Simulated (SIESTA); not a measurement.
**PtS2 in SIESTA: the effect of basis**

The system is PtS2.

```xyz
3
Lattice="3.5432 0.0000 0.0000 -1.7716 3.0685 0.0000 0.0000 0.0000 5.0388" Properties=species:S:1:pos:R:3 pbc="T T T"
Pt    0.0000    0.0000    0.0000
S     1.7716    1.0228    3.8950
S     0.0000    2.0457    1.1438
```

Alike in all runs:

- Program: SIESTA 5.4.2
- Task: single point
- Functional: PBE
- Potentials or basis: PseudoDojo 0.4 standard (PBE files)
- Grid cutoff: 800 Ry
- Energy shift: 0.003 Ry
- k mesh: 9 × 9 × 5
- Occupations: fermi-dirac, width 0.05 eV
- Spin: no spin polarisation

**Question.** One run gave: gap on the mesh 0.71 eV; pressure 33.0 GPa; largest force 3.99 eV/Å. Which basis did it use?
A. DZP
B. SZP
C. SZ
D. DZDP
E. TZP

**Answer.** C.

| basis | gap on the mesh (eV) | pressure (GPa) | largest force (eV/Å) |
| --- | --- | --- | --- |
| SZ | 0.71 | 33.0 | 3.99 |
| SZP | 0.91 | 17.0 | 2.28 |
| DZ | 0.81 | 22.7 | 3.50 |
| DZP | 0.97 | 14.7 | 1.92 |
| DZDP | 0.98 | 15.2 | 1.91 |
| TZP | 0.97 | 13.4 | 1.67 |
| TZDP | 0.98 | 13.7 | 1.67 |

Caveats: short orbitals over semicore shells can move pressures by several GPa; spin-orbit coupling is left out, which moves the levels of the heavy elements; an odd mesh through Γ misses points on the zone boundary, where band edges often lie; the basis of atomic orbitals isn't converged, which shifts pressures, moduli and gaps; forces of over 1 eV/Å show positions far from the minimum, so gaps and moduli don't describe the material at rest; the basis has no polarisation orbitals (some runs); a pressure of tens of GPa on the cell as given is suspect, and the run, the potentials or the cell itself is likely at fault (some runs).
